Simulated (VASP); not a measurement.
Crystal: InPd.

```
In Pd
1.0
     3.27188    0.00000    0.00000
     0.00000    3.27188    0.00000
     0.00000    0.00000    3.27188
In Pd
1 1
Cartesian
  0.0000 0.0000 0.0000
  1.6359 1.6359 1.6359
```

The cell comes from a database or a generator and needn't be the stable form of this composition.

```yaml
Program: VASP 6.6.1
Task: relaxation of cell and atoms
Functional: PBEsol
Potentials_or_basis: VASP PAW PBE potentials, release 64 (In_d, Pd)
Cutoff: 600 eV
k_mesh: 8 × 8 × 8
Occupations: fermi-dirac, width 0.05 eV
Spin: no spin polarisation
```

At the start: pressure -3.0 GPa; volume 17.51 Å³/atom.

Where does the relaxation end?

Over 3 steps the energy falls by 3.5 meV/atom and the volume is 17.14 Å³/atom (-2.1 %); space group Pm-3m (No. 221, to 0.05 Å).

The path:
| step | energy change (eV) | largest force (eV/Å) | pressure (GPa) | volume (Å³) |
| --- | --- | --- | --- | --- |
| 1 | 0.0000 | 0.0000 | -2.99 | 35.03 |
| 2 | 0.0031 | 0.0000 | 3.85 | 33.40 |
| 3 | -0.0070 | 0.0000 | -0.04 | 34.27 |

Final structure:
```yaml
crystal:
  lattice:
    - [3.24830, 0.00000, 0.00000]
    - [0.00000, 3.24830, 0.00000]
    - [0.00000, 0.00000, 3.24830]
  atoms:
    - { symbol: In, position: [0.00000, 0.00000, 0.00000] }
    - { symbol: Pd, position: [0.50000, 0.50000, 0.50000] }
```

Caveat: the PAW data sets were made with another functional, which shifts forces and pressure a little.
